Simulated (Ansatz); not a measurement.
# MgS, one cell by several methods

```
Mg S
1.0
     0.00000    2.60165    2.60165
     2.60165    0.00000    2.60165
     2.60165    2.60165    0.00000
Mg S
1 1
Cartesian
  0.0000 0.0000 0.0000
  2.6016 2.6016 2.6016
```

Atoms are numbered in the order listed.

The cell is COD entry 9008672, as deposited and not checked against the literature; nothing was relaxed.

All numbers are computed: DFT, PBE, PAW with Ansatz's default frozen-core files, scalar-relativistic (Ansatz 0.2.0); DFT, PBE, all-electron PAW with datasets made for the crystal, scalar-relativistic (Ansatz 0.2.0); DFT, PBE, all-electron LAPW, scalar-relativistic (Ansatz 0.2.0).

For PAW: a Γ-centred 10×10×10 k mesh, Fermi–Dirac smearing of 0.03 eV, cutoff 420 eV, no spin polarisation. The crystal-made all-electron datasets (AE datasets) take a cutoff of 200 eV at this cell. LAPW targets a basis error of 0.25 meV/atom. The Ansatz runs share mesh, smearing and spin set-up. Plane-wave (PAW) pressures include the program's estimate of the Pulay term.

Stress and pressure are positive in compression.

Levels count from the top of the valence band.

| quantity | PAW | AE datasets | LAPW |
| --- | --- | --- | --- |
| pressure (GPa) | 1.16 | 1.15 | 1.15 |
| band gap (eV) | 2.790 | 2.787 | 2.787 |
| highest filled level at X (eV) | -1.678 | -1.678 | -1.678 |
| lowest empty level at X (eV) | 2.790 | 2.787 | 2.787 |
| highest filled level at W (eV) | -2.353 | -2.353 | -2.353 |
| lowest empty level at W (eV) | 5.253 | 5.252 | 5.252 |
| highest filled level at Γ (eV) | 0.000 | 0.000 | 0.000 |
| lowest empty level at Γ (eV) | 3.722 | 3.718 | 3.718 |

PAW's pressure differs from the LAPW value by about 0.01 GPa or less.
